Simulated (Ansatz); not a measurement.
# TiH: the cost of one run

Computed with Ansatz 0.2.0 (DFT LDA, scalar-relativistic, plane waves, PAW, unless a step's input says otherwise).

7 further runs of the same task are left out: 1 that didn't finish, 6 set aside as unsound or not needed.

### 1 The starting structure

Symmetry: Fm-3m, No. 225, cubic system. The conventional cell has a = 4.103 Å, b = 4.103 Å, c = 4.103 Å, α = 90.00°, β = 90.00°, γ = 90.00°. Ti (site symmetry m-3m) is surrounded by 6 H at 2.05 Å. H (site symmetry m-3m) is surrounded by 6 Ti at 2.05 Å.

Coordinates:

```
CELL_PARAMETERS angstrom
0.00000 2.05162 2.05162
2.05162 0.00000 2.05162
2.05162 2.05162 0.00000
ATOMIC_POSITIONS crystal
Ti 0.00000 0.00000 0.00000
H 0.50000 0.50000 0.50000
```

It goes back to an entry of the Materials Project, which need not be the stable form.

This cell was relaxed beforehand with the same method: volume 8.64 Å³/atom, gap on the mesh none (metal).

### 2 The scan

The energy is mapped over a normal mode and a strain (zone-centre modes of the cell shown) (x along [1 0 0], y along [0 1 0], z along [0 0 1] of the conventional cell).

- amplitude of mode 4 (959 cm⁻¹), largest displacement in the unstrained cell: 11 values from −0.186 to 0.186 Å
- normal strain along x: 7 values from −7.00 to 7.00 %

Nothing else is relaxed (the pattern is fixed in fractional coordinates). Energies count from the relaxed high-symmetry cell. Points are written as (first, second).

The modes come from a phonon run on the reference cell, made beforehand.

Displacement patterns for an amplitude of 1 (Å):

```csv
atom,x1,y1,z1
Ti1,-0.021,0.000,0.000
H2,1.000,0.000,0.000
```

### 3 Grid point (−0.074 Å, −7.00 %)

Contents of input.yaml:

```yaml
crystal:
  lattice:
    - [0.0, 2.0516219871, 2.0516219871]
    - [1.908008448, 0.0, 2.0516219871]
    - [1.908008448, 2.0516219871, 0.0]
  atoms:
    - { symbol: Ti, position: [-0.0003818299, 0.0003818299, 0.0003818299] }
    - { symbol: H, position: [0.5181319952, 0.4818680048, 0.4818680048] }
basis:
  ecutwfc: 520.0
kpoints:
  mp_grid: { grid: [18, 18, 18] }
hamiltonian:
  xc: lda
scf:
  occupations: { method: gaussian, width: 0.15 }
output:
  forces: true
  stress: true
  eigenvalues: true
```

Started as:

```
> ansatz run input.yaml --threads 1 --pin off --max-ram 2048MiB --backend cpu --events-out ev --progress --plain --runs-dir out
```

Q: Estimate wall time and peak memory on 1 thread of AMD EPYC 9R45 (Zen 5), shared host.

About 4.5 s, with a peak of 0.49 GiB.
